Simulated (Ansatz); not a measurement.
# What a trial cell of AlNi relaxes into

Theory: Ansatz, DFT r2SCAN, scalar-relativistic, plane waves, PAW. Cutoff 500 eV, Γ-centred k mesh, Gaussian smearing, no spin polarisation in the final step.

The start puts AlNi on the zinc blende structure type (F-43m, No. 216), with Al in place of Zn, Ni in place of S, at a guessed volume.

```xyz
2
Lattice="0.0000 2.3128 2.3128 2.3128 0.0000 2.3128 2.3128 2.3128 0.0000" Properties=species:S:1:pos:R:3 pbc="T T T"
Al    0.0000    0.0000    0.0000
Ni    3.4692    3.4692    3.4692
```

Cell and atoms relax at zero pressure; the relaxation can't lower the symmetry of the start. After a coarse first stage the cell is made exact in the group found at 0.06 Å.

Energies over the elements count from the elements' standard structures at the same level, with no empirical corrections.

(1) Describe the relaxed structure.

(2) What are its volume, energy, density and gap?

Answers

(1) It keeps F-43m (No. 216). The result still has the zinc blende structure. Conventional cell: a = 5.311 Å. Around Al lie 4 Ni at 2.30 Å; Ni is coordinated by 4 Al at 2.30 Å.

Space group F-43m (No. 216). a = 5.311 Å, b = 5.311 Å, c = 5.311 Å, α = 90.00°, β = 90.00°, γ = 90.00°
```csv
atom,site,symmetry,x,y,z
Al,4a,-43m,0.0000,0.0000,0.0000
Ni,4c,-43m,0.2500,0.2500,0.2500
```

(2) The volume per atom is 18.72 Å³, the density is 3.80 g/cm³ and the energy over the elements is 0.59 eV/atom. The gap on the 18×18×18 mesh is 0 eV (a metal).

The final run used a 18×18×18 mesh on its 2-atom cell and 0.10 eV smearing. The k mesh leaves about 4 meV/atom of noise in metals. Symmetry constrained the relaxation, so the result can be a saddle point. The steps took about 80 core-seconds in all.

Cost: 3 runs of about 1.4 core-minutes in all, on Arm Neoverse V2 (shared hosts).